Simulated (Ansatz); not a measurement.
Ge in Ansatz: convergence with k mesh

Input of the first run (k mesh 3 × 3 × 3); the others differ in this setting and in those tied to it:

input.yaml

```yaml
crystal:
  lattice:
    - [1.397149, -2.600516, 0.0]
    - [1.397149, 2.600516, 0.0]
    - [0.0, 0.0, 2.698231]
  atoms:
    - { symbol: Ge, position: [0.5, 0.5, 0.0] }
hamiltonian:
  xc: lda
  pseudopotentials: { kind: paw, level: accurate }
kpoints:
  mp_grid: { grid: [3, 3, 3] }
scf:
  occupations: { method: cold, width: 0.05 }
output:
  forces: true
  stress: true
  eigenvalues: true
```

Potentials or basis: Ansatz PAW earlier set.

Run with:

```sh
$ ansatz run input.yaml --threads 2 --pin off --max-ram 5632MiB --backend cpu --events-out ev --progress --plain --runs-dir out
```

This isn't the form of Ge at room conditions, which is diamond.

Hardware: 2 threads of Arm Neoverse V2, with other jobs on the host.

```tsv
k mesh	energy less the tightest run, at zero smearing (meV/atom)	pressure (GPa)	SCF cycles	CPU time (s)	peak memory (GiB)
3 × 3 × 3	706.47	-7.76	6	0.59	0.25
4 × 4 × 4	257.49	-3.94	6	0.74	0.26
5 × 5 × 5	20.63	-3.17	6	0.86	0.27
6 × 6 × 6	-22.04	-5.72	6	1.2	0.29
8 × 8 × 7	9.47	-5.67	6	1.6	0.31
10 × 10 × 9	-15.17	-5.44	6	2.7	0.33
12 × 12 × 11	3.19	-5.79	6	4.2	0.36
15 × 15 × 13	-2.95	-5.78	6	7	0.42
18 × 18 × 16	0.00	-5.65	6	13	0.55
```

Not settled before the last step: the energy (to 1 meV/atom), the pressure (to 0.1 GPa). Meshes of other sizes hit other points, so gaps and Fermi surfaces needn't settle smoothly. The tightest run that finished is the yardstick and may itself not be fully converged.

Caveat, for the tightest run too: the PAW data sets come from PBE, with cores solved anew for the run's functional, which leaves a small shift of forces and pressure.
